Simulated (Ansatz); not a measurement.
Input and command of a plane-wave DFT calculation in Ansatz:

```yaml
crystal:
  lattice:
    - [6.8125543795, 0.0, 0.0]
    - [0.0, 6.8125543795, 0.0]
    - [0.0, 0.0, 3.5174452848]
  atoms:
    - { symbol: Hf, position: [0.6740987064, 0.8259012936, 0.5] }
    - { symbol: Hf, position: [0.8259012936, 0.3259012936, 0.5] }
    - { symbol: Hf, position: [0.3259012936, 0.1740987064, 0.5] }
    - { symbol: Hf, position: [0.1740987064, 0.6740987064, 0.5] }
    - { symbol: Hf, position: [0.5, 0.5, 0.0] }
    - { symbol: Hf, position: [0.0, 0.0, 0.0] }
    - { symbol: Si, position: [0.6231532363, 0.1231532363, 0.0] }
    - { symbol: Si, position: [0.8768467637, 0.6231532363, 0.0] }
    - { symbol: Si, position: [0.1231532363, 0.3768467637, 0.0] }
    - { symbol: Si, position: [0.3768467637, 0.8768467637, 0.0] }
basis:
  ecutwfc: 500
kpoints:
  mp_grid: { grid: [6, 6, 10] }
hamiltonian:
  xc: r2scan
scf:
  occupations: { method: gaussian, width: 0.1 }
output:
  forces: true
  stress: true
  eigenvalues: true
  write_density: true
  write_potential: true
  elf: true
  volumetric_format: npy
relax:
  adjacent_minimum: "off"
  f_tol: 0.01
  max_steps: 30
  cell: { stress_tol: 0.1, fix: [volume] }
```

```bash
ansatz run input.yaml --threads 2 --pin off --max-ram 5120MiB --backend cpu --events-out ev --progress --plain --runs-dir out
```

Processor: Intel(R) Xeon(R) 6975P-C (Granite Rapids), 2 threads, on a host shared with other jobs.

Question: How long does it run, and how much memory does it take?

Answer: About 2.6 min on 2 threads of Intel(R) Xeon(R) 6975P-C (Granite Rapids), on a shared host, peak memory 1.4 GiB. It solves 104 bands at 60 k points (the mesh reduced by symmetry) with about 4149 plane waves, in 28 SCF iterations over 4 ionic steps.
